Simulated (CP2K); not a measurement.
The system is Si.

```
Si
1.0
     3.84928    0.00000    0.00000
     1.92464    3.33357    0.00000
     1.92464    1.11119    3.14292
Si
2
Direct
  0.50000 0.50000 0.50000
  0.75000 0.75000 0.75000
```

Program: CP2K 2026.2. Alike in all runs: task band structure; no spin polarisation; cell as given; k mesh 8 × 8 × 8.

Q: Order these runs on this cell by their pressure, lowest first.
A. level r2SCAN; potentials or basis POTENTIAL_UZH Si GTH-SCAN-q4; TZVP-MOLOPT-SCAN-GTH basis; smearing fermi-dirac 0.1 eV; EPS_DEFAULT 1.0E-9; NGRIDS 5; basis sets Si TZVP-MOLOPT-SCAN-GTH-q4; potentials Si GTH-SCAN-q4 of POTENTIAL_UZH; points a segment of the path (NPOINTS) 6
B. level PBE; potentials or basis POTENTIAL_UZH Si GTH-PBE-q4; TZVP-MOLOPT-PBE-GTH basis; smearing fermi-dirac 0.01 eV; EPS_DEFAULT 1.0E-9; NGRIDS 4; basis sets Si TZVP-MOLOPT-PBE-GTH-q4; potentials Si GTH-PBE-q4 of POTENTIAL_UZH; points a segment of the path (NPOINTS) 10
C. level LDA; potentials or basis GTH_POTENTIALS Si GTH-PADE-q4; TZVP-MOLOPT-PBE-GTH basis; smearing fermi-dirac 0.01 eV; EPS_DEFAULT 1.0E-10; NGRIDS 4; basis sets Si TZVP-MOLOPT-PBE-GTH-q4; potentials Si GTH-PADE-q4 of GTH_POTENTIALS; points a segment of the path (NPOINTS) 6

A: C (-2.8 GPa), A (-1.0 GPa), B (1.2 GPa).

Caveats: the basis of atomic orbitals isn't converged, which shifts pressures, moduli and gaps.
